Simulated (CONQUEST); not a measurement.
The system is HgTe (Coloradoite).

```xyz
4
Lattice="4.5460 0.0000 0.0000 0.0000 4.5460 0.0000 0.0000 0.0000 6.4290" Properties=species:S:1:pos:R:3 pbc="T T T"
Hg    2.2541    2.2599    3.2162
Hg    4.5271    4.5329    0.0017
Te    2.2716    4.5379    4.8249
Te    4.5446    2.2650    1.6104
```

The cell isn't the ideal one: atoms moved at random, drawn with an rms of 0.05 Å.

Base run:

| Property | Result |
| --- | --- |
| Program | CONQUEST 1.3 |
| Functional | PBE |
| Potentials or basis | PseudoDojo NC PBE, DZ, grid cutoff 120 Ha |
| k mesh | 6 × 6 × 4 |
| Occupations | fermi-dirac, width 0.05 eV |
| Spin | no spin polarisation |

Its results: band gap on the k mesh none (metal or under the smearing width); pressure 8.4 GPa; largest force 0.111 eV/Å.

Question: The run is repeated on the same cell with these changes: potentials or basis from PseudoDojo NC PBE, DZ, grid cutoff 120 Ha to PseudoDojo NC PBE, DZP, grid cutoff 120 Ha. What comes out?

Answer: Band gap on the k mesh none (metal or under the smearing width); pressure 5.8 GPa; largest force 0.100 eV/Å.

Caveats: the basis of atomic orbitals isn't converged, which shifts pressures, moduli and gaps; the atomic basis is small (some runs).
